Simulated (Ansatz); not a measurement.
## How HfSi2 absorbs and reflects light: ground state and bands

Ansatz 0.2.0; DFT, PBE, plane-wave PAW, default files, scalar-relativistic, ground state.

First the ground state: is it a metal or has it a gap?

input.yaml

```yaml
crystal:
  lattice:
    - [1.836, -7.285, 0.0]
    - [1.836, 7.285, 0.0]
    - [0.0, 0.0, 3.641]
  atoms:
    - { symbol: Hf, position: [0.106, 0.894, 0.25] }
    - { symbol: Hf, position: [0.894, 0.106, 0.75] }
    - { symbol: Si, position: [0.75, 0.25, 0.25] }
    - { symbol: Si, position: [0.25, 0.75, 0.75] }
    - { symbol: Si, position: [0.441, 0.559, 0.25] }
    - { symbol: Si, position: [0.559, 0.441, 0.75] }
kpoints:
  mp_grid: { grid: [6, 6, 6] }
  band_path:
    path:
      - [[0.0, 0.0, 0.0], [0.26587911, 0.26587911, 0.0], [0.0, 0.5, 0.0], [0.0, 0.5, 0.5], [0.26587911, 0.26587911, 0.5], [0.0, 0.0, 0.5], [0.0, 0.0, 0.0], [-0.5, 0.5, 0.0], [-0.26587911, 0.73412089, 0.0], [-0.26587911, 0.73412089, 0.5], [-0.5, 0.5, 0.5], [-0.5, 0.5, 0.0]]
      - [[0.0, 0.0, 0.5], [-0.5, 0.5, 0.5]]
    npoints: 5
scf:
  occupations: { method: fermi_dirac, width: 0.05 }
  n_extra_bands: 10
hamiltonian:
  xc: pbe
  pseudopotentials: { kind: paw }
output:
  forces: true
  stress: true
  populations: true
  write_bands: true
  write_density: true
  write_potential: true
  elf: true
  volumetric_format: npy
```

Command:

```bash
> ansatz run input.yaml --threads 4 --pin off --max-ram 8192MiB --backend cpu --events-out ev --progress --plain --runs-dir out
```

Q: Predict the electronic bands.

An even count of 68 valence electrons could fill 34 bands, but bands overlap in energy here, so the system is a metal.

ELF in the bc plane of the conventional cell at fractional x = 0.000, with atoms of Hf and Si within 0.2 Å of it. It is the smooth field of the valence electrons, not physical close to the nuclei.

Electrostatic potential energy in the bc plane of the conventional cell at fractional x = 0.000, with atoms of Hf and Si within 0.2 Å of it. With pseudopotentials it is smooth inside the atoms' cores, unlike the true potential.

This step gave:

* volume: 97.40 Å³
* gap on the path: 0 eV

The electronic bands at the labelled points (eV, zero at the Fermi level; # counts the bands kept):

| point | #10 | #11 | #12 | #13 | #14 | #15 | #16 | #17 |
| --- | --- | --- | --- | --- | --- | --- | --- | --- |
| Γ | -2.64 | -2.31 | -2.29 | 0.11 | 1.04 | 1.27 | 1.60 | 1.73 |
| 0.40 of the way | -2.66 | -2.29 | -1.72 | -0.26 | 0.27 | 1.08 | 1.48 | 1.48 |
| X | -1.80 | -1.64 | -1.05 | -0.65 | -0.23 | 0.99 | 1.18 | 1.72 |
| 0.60 of the way | -1.86 | -1.77 | -0.97 | -0.65 | -0.34 | 0.84 | 1.16 | 2.01 |
| S | -1.97 | -1.76 | -0.94 | -0.55 | -0.49 | 0.78 | 1.16 | 2.19 |
| 0.60 of the way | -3.67 | -3.24 | -2.34 | -2.30 | 1.22 | 1.22 | 2.17 | 2.61 |
| R | -3.50 | -3.50 | -2.57 | -2.57 | 1.74 | 1.74 | 2.62 | 2.62 |
| 0.60 of the way | -3.50 | -3.50 | -2.57 | -2.57 | 1.51 | 1.51 | 2.88 | 2.88 |
| A | -3.50 | -3.50 | -2.57 | -2.57 | 1.38 | 1.38 | 2.99 | 2.99 |
| 0.40 of the way | -3.37 | -3.37 | -2.20 | -2.20 | 0.66 | 0.66 | 3.35 | 3.35 |
| Z | -2.07 | -2.07 | -0.18 | -0.18 | 0.10 | 0.10 | 1.78 | 1.78 |
| 0.40 of the way | -2.42 | -2.17 | -0.79 | -0.42 | -0.13 | 0.55 | 1.30 | 2.09 |
| Γ | -2.64 | -2.31 | -2.29 | 0.11 | 1.04 | 1.27 | 1.60 | 1.73 |
| 0.40 of the way | -2.37 | -2.18 | -1.97 | 0.02 | 1.22 | 1.44 | 1.56 | 1.65 |
| Y | -2.52 | -1.98 | -1.67 | 0.43 | 1.16 | 1.30 | 1.46 | 1.89 |
| 0.40 of the way | -2.65 | -2.01 | -0.24 | -0.18 | 0.29 | 0.32 | 0.82 | 1.71 |
| X1 | -1.80 | -1.64 | -1.05 | -0.65 | -0.23 | 0.99 | 1.18 | 1.72 |
| 0.40 of the way | -2.91 | -2.79 | -1.92 | -1.89 | 0.70 | 1.41 | 1.83 | 2.02 |
| A1 | -3.50 | -3.50 | -2.57 | -2.57 | 1.38 | 1.38 | 2.99 | 2.99 |
| 0.40 of the way | -3.25 | -3.25 | -2.88 | -2.88 | 1.52 | 1.52 | 2.43 | 2.43 |
| T | -2.40 | -2.40 | -0.98 | -0.98 | -0.04 | -0.04 | 2.51 | 2.51 |
| 0.40 of the way | -2.37 | -2.20 | -1.55 | -1.16 | 0.64 | 1.25 | 1.29 | 1.90 |
| Y | -2.52 | -1.98 | -1.67 | 0.43 | 1.16 | 1.30 | 1.46 | 1.89 |
| jump to Z | -2.07 | -2.07 | -0.18 | -0.18 | 0.10 | 0.10 | 1.78 | 1.78 |
| 0.40 of the way | -2.41 | -2.41 | -0.50 | -0.50 | 0.02 | 0.02 | 2.26 | 2.26 |
| T | -2.40 | -2.40 | -0.98 | -0.98 | -0.04 | -0.04 | 2.51 | 2.51 |

Ten even steps from '0' (0.06) to '9' (0.82), each cell a mean:
```
22100126875576556777776687422346632587511
23322269843478643455642457410023314899830
23332369844479643345532446410012214999940
22211148853478545566654467410134423799720
21012125886565457888887887433457752355201
10368732565321368766777775457646884100012
11699962232100266433565444578533697422232
12799972121000265432454333589533698533333
11589952343210367544666654578534796211122
10145423676543368877888886445557873122111
```

Values in eV, 6 rows by 16 columns, each cell a mean:
```
 16  12  13  -9 -16  15  15  13 -12 -14  15  16  14  -3 -21   4
 17  16  15 -23 -32  13  17  14 -27 -30  14  17  16  -9 -22  -2
 15   7  10  -1  -6  16  14  11  -3  -4  16  14  12   2 -15   7
  9 -19  -9  14  15  16  -7 -19  12  15  16  -9 -16  12  12  16
  5 -22 -16  14  17  16 -20 -35  11  17  15 -23 -32  13  16  17
 11 -13  -3  12  13  17   1  -8  11  13  16  -1  -6  11   7  14
```

[Logs are printed without paths, hosts, clocks, repeated set-up lines and the standing remarks that a program may print on its own settings, such as how far it seeks lower states.]

[Hosts, paths, dates, database ids (printed as entryN), source tags and the programs' standing remarks are cut or masked in the printed files.]
